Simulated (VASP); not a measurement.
# AgCl (Pm-3m) in VASP: notebook, part 2 of 2

VASP 6.6.1. The steps go on from the part before.

## Step 3: EvGW0 quasiparticle levels, PBEsol

File POSCAR:

```
AgCl
1.0
    3.4339730000      0.0000000000      0.0000000000
    0.0000000000      3.4339730000      0.0000000000
    0.0000000000      0.0000000000      3.4339730000
Ag Cl
1 1
Direct
    0.0000000000      0.0000000000      0.0000000000
    0.5000000000      0.5000000000      0.5000000000
```

File INCAR.step1:

```
PREC = Accurate ; ENCUT = 450
EDIFF = 1E-8 ; ISMEAR = 0
SIGMA = 0.01 ; LREAL = False
LASPH = True ; NELM = 100
ALGO = Fast ; LWAVE = True
LCHARG = False ; GGA = PS
```

File INCAR.step2:

```
PREC = Accurate ; ENCUT = 450
EDIFF = 1E-8 ; ISMEAR = 0
SIGMA = 0.01 ; LREAL = False
LASPH = True ; NELM = 1
ALGO = Exact ; LWAVE = True
LCHARG = False ; GGA = PS
NBANDS = 100 ; LOPTICS = True
ISTART = 1
```

File INCAR.step3:

```
PREC = Accurate ; ENCUT = 450
EDIFF = 1E-8 ; ISMEAR = 0
SIGMA = 0.01 ; LREAL = False
LASPH = True ; ALGO = EVGW0
LWAVE = False ; LCHARG = False
GGA = PS ; NELMGW = 4
NBANDS = 100 ; ENCUTGW = 100
NOMEGA = 64 ; PRECFOCK = Fast
ISTART = 1 ; NBANDSGW = 17
```

File KPOINTS:

```
regular mesh
0
Gamma
  5 5 5
```

Potentials or basis: VASP PAW PBE potentials, release 64 (Ag_GW, Cl_GW).

The run is started by

```console
> cat potpaw_PBE.64/Ag_GW/POTCAR potpaw_PBE.64/Cl_GW/POTCAR > POTCAR
> cp INCAR.step1 INCAR
> mpirun -np 1 vasp_std > vasp.out
> cp INCAR.step2 INCAR
> mpirun -np 1 vasp_std > vasp.out
> cp INCAR.step3 INCAR
> mpirun -np 1 vasp_std > vasp.out
```

OUTCAR:

```text
PREC = Accurate
   ENCUT = 450
   EDIFF = 1E-8
   ISMEAR = 0
   LREAL = False
   LASPH = True
   GGA = PS
   NELMGW = 4
   ENCUTGW = 100
   PRECFOCK = Fast
   ISTART = 1

 ion  position               nearest neighbor table
   1  0.000  0.000  0.000-
   2  0.500  0.500  0.500-

  LATTYP: Found a simple cubic cell.
 ALAT       =     3.4339730000

  Lattice vectors:

 A1 = (   3.4339730000,   0.0000000000,   0.0000000000)
 A2 = (   0.0000000000,   3.4339730000,   0.0000000000)
 A3 = (   0.0000000000,   0.0000000000,   3.4339730000)

Analysis of symmetry for initial positions (statically):
=====================================================================
 Subroutine PRICEL returns:
 Original cell was already a primitive cell.

 Routine SETGRP: Setting up the symmetry group for a
 simple cubic supercell.

 Subroutine GETGRP returns: Found 48 space group operations
[... 124 lines left out ...]
  Fermi-wavevector in a.u.,A,eV,Ry     =   1.249402  2.361027 21.238760  1.561005
  Thomas-Fermi vector in A             =   2.383444
   LORBIT       =      0    0 simple, 1 ext, 2 COOP (PROOUT), +10 PAW based schemes
   GGA     = PS    functional components
   LHFCALC =     T    Hartree Fock is set to
   PRECFOCK=fast      Normal, Fast or Accurate (Low or Medium for compatibility)
   ENCUT4O =  -1.0   cutoff for four orbital integrals eV
   NKREDX  =     1    reduce k-point grid by
   NKREDY  =     1    reduce k-point grid by
   NKREDZ  =     1    reduce k-point grid by
   AEXX    =    1.0000 exact exchange contribution
   HFSCREEN=    0.0000 screening length (either q_TF or 0.3 A-1)
   HFSCREENC=   0.0000 screening length for correlation (either q_TF or 0.3 A-1)
   ENCUTFOCK=  -1.0 apply spherical cutoff to Coloumb kernel
   IVDW    =     0    specifies the selected vdW correction
   LEPSILON=     F    determine dielectric tensor
   LRPA    =     F    only Hartree local field effects (RPA)
   LRPAFORCE           =     F    calculate RPA forces
   ENCUTGW             = 100.0    cutoff for response function in eV
   ENCUTGWSOFT         =  80.0    soft cutoff for Coulomb kernel in GW response function in eV
   ENCUTLF             =  -1.0    cutoff for local field effects
   NELMGW              =     4    number of iterations in solving QP/BSE equation
   NELMHF              =     1    number of iterations in the inner HF iteration
   NKREDLFX            =     1    NKREDLFY  =   1   NKREDLFZ  =   1
 non-spin polarized calculation
 Gauss-broadening in eV      SIGMA  =   0.01
  energy-cutoff  :      450.00
  volume of cell :       40.49
 maximum number of plane-waves:       895
 NGX is ok and might be reduce to    24
  NGX = 14; NGY = 14; NGZ = 14
   NGX = 11   NGY = 11   NGZ = 11
 maximum number of plane-waves:        98
 NGX is ok and might be reduce to    14

 QP shifts <psi_nk| G(iteration)W_0 |psi_nk>: iteration 1
 for sc-GW calculations column KS-energies equals QP-energies in previous step
 and V_xc(KS)=  KS-energies - (<T + V_ion + V_H > + <T+V_H+V_ion>^1  + <V_x>^1)

 k-point   1 :       0.0000    0.0000    0.0000
  band No.  KS-energies  QP-energies   sigma(KS)   V_xc(KS)     V^pw_x(r,r')   Z            occupation Imag(sigma)

      1     -10.8869     -11.1144     -14.9882     -14.6198     -23.8555       0.6174       2.0000       1.2708
      2       0.9190      -0.4267     -15.8812     -13.9439     -20.6106       0.6946       2.0000       0.2204
      3       0.9190      -0.4267     -15.8812     -13.9439     -20.6106       0.6946       2.0000       0.2204
      4       1.8766       0.4457     -16.8994     -14.8746     -21.7489       0.7067       2.0000       0.2061
      5       1.8766       0.4457     -16.8994     -14.8746     -21.7489       0.7067       2.0000       0.2061
      6       1.8766       0.4457     -16.8994     -14.8746     -21.7489       0.7067       2.0000       0.2061
[... 821 lines left out ...]
      3      -1.8007      -1.8238     -14.5684      12.7335     -19.2463       0.6766       2.0000       0.3294
      4      -1.5138      -1.5358     -14.5149      12.9688     -18.9817       0.6813       2.0000       0.3005
      5       0.2060       0.1829     -16.7436      16.9172     -21.3839       0.7106       2.0000       0.1944
      6       0.2060       0.1829     -16.7436      16.9172     -21.3839       0.7106       2.0000       0.1944
[... 9 lines left out ...]
     16      19.8639      19.8655     -10.8961      30.7621      -5.0318       0.7753       0.0000      -0.5821
     17      20.1287      20.1303     -10.7888      30.9197      -4.9483       0.7747       0.0000      -0.6469
```

OUTCAR.step1:

```text
PREC = Accurate
   ENCUT = 450
   EDIFF = 1E-8
   ISMEAR = 0
   LREAL = False
[... 367 lines left out ...]
      0.00000      0.00000      0.00000         0.000000      0.000000      0.000000
      1.71699      1.71699      1.71699         0.000000      0.000000      0.000000
 -----------------------------------------------------------------------------------
    total drift:                                0.000000      0.000000     -0.000000

  FREE ENERGIE OF THE ION-ELECTRON SYSTEM (eV)
  ---------------------------------------------------
  free  energy   TOTEN  =        -5.7603345749 eV

  energy  without entropy=       -5.7603345749  energy(sigma->0) =       -5.76033457
```

OUTCAR.step2:

```text
PREC = Accurate
   ENCUT = 450
   EDIFF = 1E-8
   ISMEAR = 0
   LREAL = False
[... 780 lines left out ...]
     0.00000     7.05977     7.05977     7.05977     0.00000    -0.00000    -0.00000
     1.28224     8.02247     8.02247     8.02247     0.00000    -0.00000    -0.00000
     2.56449    11.46256    11.46256    11.46256     0.00000    -0.00000    -0.00000
     3.84673     8.20743     8.20743     8.20743    -0.00000    -0.00000    -0.00000
     5.12897     5.81748     5.81748     5.81748    -0.00000    -0.00000    -0.00000
     6.41121     5.71749     5.71749     5.71749    -0.00000    -0.00000     0.00000
[... 92 lines left out ...]
   125.65977     0.94991     0.94991     0.94991     0.00000    -0.00000    -0.00000
   126.94201     0.95105     0.95105     0.95105     0.00000    -0.00000    -0.00000
```

Run time: 19 min. Hardware: 1 thread of Intel Xeon Platinum 8375C at 2.90GHz (Ice Lake), shared host; peak memory 0.39 GiB.

What came out:

```yaml
Band_gap_on_the_k_mesh_mean-field_level: 0.51 eV, indirect (least direct gap 1.93 eV)
Quasiparticle_gap: 2.05 eV
Least_direct_quasiparticle_gap: 3.22 eV
```

Levels at points of the mesh, in eV from the valence-band top:
| k point | band 5 | band 6 | band 7 | band 8 | band 9 | band 10 | band 11 | band 12 | band 13 |
| --- | --- | --- | --- | --- | --- | --- | --- | --- | --- |
| (0.00, 0.00, 0.00) | -1.70 | -1.70 | -1.42 | -1.42 | -1.42 | 0.51 | 9.28 | 9.28 | 13.57 |

Quasiparticle gap after each update of the energies (eV): 1.73, 1.98, 2.03, 2.05

Caveat: bands, screening cutoff and mesh are small and nothing is extrapolated, so the quasiparticle values aren't converged; the PAW data sets were made with another functional, which shifts forces and pressure a little; an odd mesh through Γ misses points on the zone boundary, where band edges often lie.

## Step 4: Density of states, RPBE+U, spin-orbit coupling, no magnetisation

POSCAR is that of step 3.

File INCAR.step1:

```
SYSTEM = AgCl
PREC = Accurate ; ENCUT = 600
EDIFF = 1E-6 ; ISMEAR = -1
SIGMA = 0.1 ; LREAL = .False.
LASPH = .True. ; NELM = 100
ALGO = Fast ; ISIF = 2
LWAVE = .False. ; LCHARG = .True.
LNONCOLLINEAR = .True. ; MAGMOM = 0 0 0 0 0 0
LSORBIT = .True. ; GGA_COMPAT = .False.
LMAXMIX = 4 ; LDAU = .True.
LDAUTYPE = 2 ; LDAUL = 2 -1
LDAUU = 3.5 0 ; LDAUJ = 1 0
LDAUPRINT = 1 ; GGA = RP
NBANDS = 38
```

File KPOINTS.step1:

```
regular mesh
0
Gamma
  6 6 6
  0 0 0
```

File INCAR.step2:

```
SYSTEM = AgCl
PREC = Accurate ; ENCUT = 600
EDIFF = 1E-6 ; ISMEAR = -5
SIGMA = 0.1 ; LREAL = .False.
LASPH = .True. ; NELM = 100
ALGO = Fast ; ISIF = 2
LWAVE = .False. ; LCHARG = .False.
LNONCOLLINEAR = .True. ; MAGMOM = 0 0 0 0 0 0
LORBIT = 11 ; LSORBIT = .True.
GGA_COMPAT = .False. ; LMAXMIX = 4
LDAU = .True. ; LDAUTYPE = 2
LDAUL = 2 -1 ; LDAUU = 3.5 0
LDAUJ = 1 0 ; LDAUPRINT = 1
GGA = RP ; NBANDS = 38
NEDOS = 2001 ; ICHARG = 11
```

File KPOINTS.step2:

```
regular mesh
0
Gamma
  9 9 9
  0 0 0
```

Potentials or basis: VASP PAW PBE potentials, release 64 (Ag_sv_GW, Cl_GW).

The run is started by

```console
> cat potpaw_PBE.64/Ag_sv_GW/POTCAR potpaw_PBE.64/Cl_GW/POTCAR > POTCAR
> cp INCAR.step1 INCAR
> cp KPOINTS.step1 KPOINTS
> mpirun -np 1 vasp_ncl > vasp.out
> cp INCAR.step2 INCAR
> cp KPOINTS.step2 KPOINTS
> mpirun -np 1 vasp_ncl > vasp.out
```

It took 2.9 min on 1 thread of Intel Xeon Platinum 8559C (Emerald Rapids), shared host; peak memory 0.31 GiB.

Results (log left out):

* Valence electrons inside the program's atomic spheres: Ag 16.79; Cl 5.08

Caveat: the PAW data sets were made with another functional, which shifts forces and pressure a little.

## Step 5: Band structure, PBEsol, spin-orbit coupling, no magnetisation

POSCAR is that of step 4.

File INCAR.step1:

```
SYSTEM = AgCl
PREC = Accurate
ENCUT = 500
EDIFF = 1E-6
ISMEAR = -1
SIGMA = 0.05
LREAL = .FALSE.
LASPH = .TRUE.
NELM = 60
ALGO = Normal
ISIF = 2
LWAVE = .FALSE.
LCHARG = .TRUE.
MAGMOM = 0 0 0 0 0 0
LORBIT = 11
LSORBIT = .TRUE.
GGA_COMPAT = .FALSE.
LMAXMIX = 4
GGA = PS
NBANDS = 30
```

File KPOINTS.step1:

```
regular mesh
0
G
  6 6 6
  0 0 0
```

File INCAR.step2:

```
SYSTEM = AgCl
PREC = Accurate
ENCUT = 500
EDIFF = 1E-6
ISMEAR = 0
SIGMA = 0.05
LREAL = .FALSE.
LASPH = .TRUE.
NELM = 60
ALGO = Normal
ISIF = 2
LWAVE = .FALSE.
LCHARG = .FALSE.
MAGMOM = 0 0 0 0 0 0
LORBIT = 11
LSORBIT = .TRUE.
GGA_COMPAT = .FALSE.
LMAXMIX = 4
GGA = PS
NBANDS = 30
ICHARG = 11
```

File KPOINTS.step2:

```
path GXMGRX,MR
15
line-mode
reciprocal
 0.0000000000  0.0000000000  0.0000000000  G
 0.0000000000  0.5000000000  0.0000000000  X

 0.0000000000  0.5000000000  0.0000000000  X
 0.5000000000  0.5000000000  0.0000000000  M

 0.5000000000  0.5000000000  0.0000000000  M
 0.0000000000  0.0000000000  0.0000000000  G

 0.0000000000  0.0000000000  0.0000000000  G
 0.5000000000  0.5000000000  0.5000000000  R

 0.5000000000  0.5000000000  0.5000000000  R
 0.0000000000  0.5000000000  0.0000000000  X

 0.5000000000  0.5000000000  0.0000000000  M
 0.5000000000  0.5000000000  0.5000000000  R
```

Potentials or basis: VASP PAW PBE potentials, release 64 (Ag, Cl).

The run is started by

```console
> cat potpaw_PBE.64/Ag/POTCAR potpaw_PBE.64/Cl/POTCAR > POTCAR
> cp INCAR.step1 INCAR
> cp KPOINTS.step1 KPOINTS
> mpirun -np 1 vasp_ncl > vasp.out
> cp INCAR.step2 INCAR
> cp KPOINTS.step2 KPOINTS
> mpirun -np 1 vasp_ncl > vasp.out
```

OUTCAR:

```text
SYSTEM = AgCl
   PREC = Accurate
   ENCUT = 500
   EDIFF = 1E-6
   ISMEAR = 0
   LREAL = .FALSE.
   LASPH = .TRUE.
   NELM = 60
   ISIF = 2
   LORBIT = 11
   LSORBIT = .TRUE.
   GGA = PS
   ICHARG = 11

 ion  position               nearest neighbor table
   1  0.000  0.000  0.000-   2 2.97   2 2.97   2 2.97   2 2.97   2 2.97   2 2.97   2 2.97   2 2.97

   2  0.500  0.500  0.500-   1 2.97   1 2.97   1 2.97   1 2.97   1 2.97   1 2.97   1 2.97   1 2.97

  LATTYP: Found a simple cubic cell.
 ALAT       =     3.4339730000

  Lattice vectors:

 A1 = (   3.4339730000,   0.0000000000,   0.0000000000)
 A2 = (   0.0000000000,   3.4339730000,   0.0000000000)
 A3 = (   0.0000000000,   0.0000000000,   3.4339730000)

Analysis of symmetry for initial positions (statically):
=====================================================================
 Subroutine PRICEL returns:
 Original cell was already a primitive cell.

 Routine SETGRP: Setting up the symmetry group for a
 simple cubic supercell.

 Subroutine GETGRP returns: Found 48 space group operations
 (whereof 48 operations were pure point group operations)
 out of a pool of 48 trial point group operations.

The static configuration has the point symmetry O_h .

Analysis of symmetry for dynamics (positions and initial velocities):
=====================================================================
 Subroutine PRICEL returns:
 Original cell was already a primitive cell.

 Routine SETGRP: Setting up the symmetry group for a
 simple cubic supercell.

 Subroutine GETGRP returns: Found 48 space group operations
 (whereof 48 operations were pure point group operations)
 out of a pool of 48 trial point group operations.

The dynamic configuration has the point symmetry O_h .

Analysis of structural, dynamic, and magnetic symmetry:
=====================================================================
 Subroutine PRICEL returns:
 Original cell was already a primitive cell.

 Routine SETGRP: Setting up the symmetry group for a
 simple cubic supercell.

 Subroutine GETGRP returns: Found 48 space group operations
 (whereof 48 operations were pure point group operations)
 out of a pool of 48 trial point group operations.

The overall configuration has the point symmetry O_h .

 Subroutine INISYM returns: Found 48 space group operations
 (whereof 48 operations are pure point group operations),
 and found     1 'primitive' translations

----------------------------------------------------------------------------------------

                                     Primitive cell

  volume of cell :      40.4940

  direct lattice vectors                    reciprocal lattice vectors
[... 116 lines left out ...]
 Free energy of the ion-electron system (eV)
  ---------------------------------------------------
  ext. energy  EPLUGINS =         0.00000000
  ---------------------------------------------------
  free energy    TOTEN  =        -4.92949389 eV

  energy without entropy =       -4.92949382  energy(sigma->0) =       -4.92949386

 E-fermi :   4.0406     XC(G=0): -10.6177

 val. band max:        3.8808843734   @ k =   0.0000   0.5000   0.0000
 cond. band min:       4.1999187996   @ k =   0.0000   0.0000   0.0000
 fundamental gap:      0.3190344262
 Fermi energy:         4.0406204656

 k-point     1 :       0.0000    0.0000    0.0000
  band No.  band energies     occupation
      1     -10.7804      1.00000
      2     -10.7804      1.00000
      3       0.9545      1.00000
      4       0.9545      1.00000
      5       0.9545      1.00000
      6       0.9545      1.00000
[... 781 lines left out ...]
     29      18.0900      0.00000
     30      18.0900      0.00000

 [... further k-points ...]

------------------------ aborting loop because EDIFF is reached ----------------------------------------

  FORCE on cell =-STRESS in cart. coord.  units (eV):
  Direction    XX          YY          ZZ          XY          YZ          ZX
  --------------------------------------------------------------------------------------
  -------------------------------------------------------------------------------------
  Total        2.3645213      2.3645213      2.3645213      0.0000000      0.0000000      0.0000000
  in kB       93.5541772     93.5541772     93.5541772      0.0000000      0.0000000      0.0000000
  external PRESSURE =      93.5541772 kB  Pullay stress =       0.0000000 kB

 VOLUME and BASIS-vectors are now :
 -----------------------------------------------------------------------------
  energy-cutoff  :      500.00
  volume of cell :       40.49
      direct lattice vectors                 reciprocal lattice vectors
     3.433973000  0.000000000  0.000000000     0.291207881  0.000000000  0.000000000
     0.000000000  3.433973000  0.000000000     0.000000000  0.291207881  0.000000000
     0.000000000  0.000000000  3.433973000     0.000000000  0.000000000  0.291207881

 POSITION                                       TOTAL-FORCE (eV/Angst)
 -----------------------------------------------------------------------------------
      0.00000      0.00000      0.00000         0.000000      0.000000      0.000000
      1.71699      1.71699      1.71699         0.000000      0.000000      0.000000
 -----------------------------------------------------------------------------------
    total drift:                               -0.000000      0.000000      0.000000

  FREE ENERGIE OF THE ION-ELECTRON SYSTEM (eV)
  ---------------------------------------------------
  free  energy   TOTEN  =        -4.9294938932 eV

  energy  without entropy=       -4.9294938195  energy(sigma->0) =       -4.92949386

 Spin-Orbit-Coupling matrix elements

 Ion:    1  E_soc:     -0.0368945
 l=   1
     0.0000000    -0.0005918    -0.0005918
    -0.0005918     0.0000000    -0.0005918
    -0.0005918    -0.0005918     0.0000000
 l=   2
     0.0000000    -0.0010152     0.0000000    -0.0010152    -0.0045421
    -0.0010152     0.0000000    -0.0034066    -0.0010152    -0.0011355
     0.0000000    -0.0034066     0.0000000    -0.0034066     0.0000000
    -0.0010152    -0.0010152    -0.0034066     0.0000000    -0.0011355
    -0.0045421    -0.0011355     0.0000000    -0.0011355     0.0000000
 l=   3
     0.0000000     0.0000000     0.0000000     0.0000000     0.0000000     0.0000000     0.0000000
     0.0000000     0.0000000     0.0000000     0.0000000     0.0000000     0.0000000     0.0000000
     0.0000000     0.0000000     0.0000000     0.0000000     0.0000000     0.0000000     0.0000000
     0.0000000     0.0000000     0.0000000     0.0000000     0.0000000     0.0000000     0.0000000
     0.0000000     0.0000000     0.0000000     0.0000000     0.0000000     0.0000000     0.0000000
     0.0000000     0.0000000     0.0000000     0.0000000     0.0000000     0.0000000     0.0000000
     0.0000000     0.0000000     0.0000000     0.0000000     0.0000000     0.0000000     0.0000000

 Ion:    2  E_soc:     -0.0035844
 l=   1
     0.0000000    -0.0005974    -0.0005974
    -0.0005974     0.0000000    -0.0005974
    -0.0005974    -0.0005974     0.0000000
 l=   2
     0.0000000     0.0000000     0.0000000     0.0000000     0.0000000
     0.0000000     0.0000000     0.0000000     0.0000000     0.0000000
     0.0000000     0.0000000     0.0000000     0.0000000     0.0000000
     0.0000000     0.0000000     0.0000000     0.0000000     0.0000000
     0.0000000     0.0000000     0.0000000     0.0000000     0.0000000
 l=   3
     0.0000000     0.0000000     0.0000000     0.0000000     0.0000000     0.0000000     0.0000000
     0.0000000     0.0000000     0.0000000     0.0000000     0.0000000     0.0000000     0.0000000
     0.0000000     0.0000000     0.0000000     0.0000000     0.0000000     0.0000000     0.0000000
     0.0000000     0.0000000     0.0000000     0.0000000     0.0000000     0.0000000     0.0000000
     0.0000000     0.0000000     0.0000000     0.0000000     0.0000000     0.0000000     0.0000000
     0.0000000     0.0000000     0.0000000     0.0000000     0.0000000     0.0000000     0.0000000
     0.0000000     0.0000000     0.0000000     0.0000000     0.0000000     0.0000000     0.0000000

 total charge

# of ion       s       p       d       tot
------------------------------------------
    1        0.136   0.103   9.360   9.599
    2        1.586   3.541   0.000   5.127
--------------------------------------------------
tot          1.722   3.644   9.360  14.726

 magnetization (x)

# of ion       s       p       d       tot
------------------------------------------
    1       -0.000   0.000   0.000  -0.000
    2        0.000   0.000   0.000   0.000
--------------------------------------------------
tot         -0.000   0.000   0.000  -0.000

 magnetization (y)

# of ion       s       p       d       tot
------------------------------------------
    1       -0.000  -0.000  -0.000  -0.000
    2       -0.000   0.000   0.000  -0.000
--------------------------------------------------
tot         -0.000  -0.000  -0.000  -0.000

 magnetization (z)

# of ion       s       p       d       tot
------------------------------------------
    1       -0.000  -0.000   0.000  -0.000
    2        0.000   0.000   0.000   0.000
--------------------------------------------------
tot         -0.000  -0.000   0.000  -0.000
```

It took 3.4 min on 1 thread of AMD EPYC 7R43 (Zen 3), shared host; peak memory 0.3 GiB.

Caveat: the log is that of the step along the path at fixed density, whose energy, stress, charges and moments have no meaning; the PAW data sets were made with another functional, which shifts forces and pressure a little.
